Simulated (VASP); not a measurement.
**VASP inputs for PbS (strained rocksalt)**

INCAR

```
ISIF = 2
ENCUT = 520
NBANDS = 17
IBRION = -1
SIGMA = 0.02
NELM = 120
LREAL = .FALSE.
PREC = Accurate
LELF = .TRUE.
LCHARG = .TRUE.
GGA = PE
NSW = 0
EDIFF = 1E-7
LWAVE = .FALSE.
LASPH = .TRUE.
ISMEAR = -1
```

KPOINTS

```
KPOINTS created by Atomic Simulation Environment
0
Gamma
8 8 8
0 0 0
```

KPOINTS_OPT

```
special points
7
Reciprocal
0.0000000000 0.0000000000 0.0000000000 1
0.5000000000 0.0000000000 0.5000000000 1
0.6250000000 0.2500000000 0.6250000000 1
0.3750000000 0.3750000000 0.7500000000 1
0.5000000000 0.5000000000 0.5000000000 1
0.5000000000 0.2500000000 0.7500000000 1
0.0000000000 0.0000000000 0.5000000000 1
```

POSCAR

```
Pb S
 1.0000000000000000
     0.0000000000000000    3.0171050030000002    2.9795134130999998
     3.0171050030000002    0.0000000000000000    2.9795134130999998
     3.0171050030000002    3.0171050030000002    0.0000000000000000
 Pb  S
   1   1
Cartesian
  0.0000000000000000  0.0000000000000000  0.0000000000000000
  3.0171050030000002  3.0171050030000002  2.9795134130999994
```

VASP ran with the recommended PBE PAW datasets (20 valence electrons in the cell).

Question: Estimate the main results of this run.

Answer: gap between bands v and c 0.50 eV; least direct gap 0.50 eV; pressure -0.1 GPa.

Band v is the last that the valence electrons fill when counted band by band, and c is the next. Levels in eV from the top of v:

| point | v−1 | v | c | c+1 |
| --- | --- | --- | --- | --- |
| Γ | -1.91 | -1.91 | 5.04 | 5.04 |
| X | -3.21 | -3.08 | 4.09 | 5.43 |
| K | -2.70 | -2.34 | 3.35 | 4.10 |
| L | -1.57 | 0.00 | 0.50 | 2.04 |
| W | -4.10 | -0.94 | 2.23 | 4.65 |
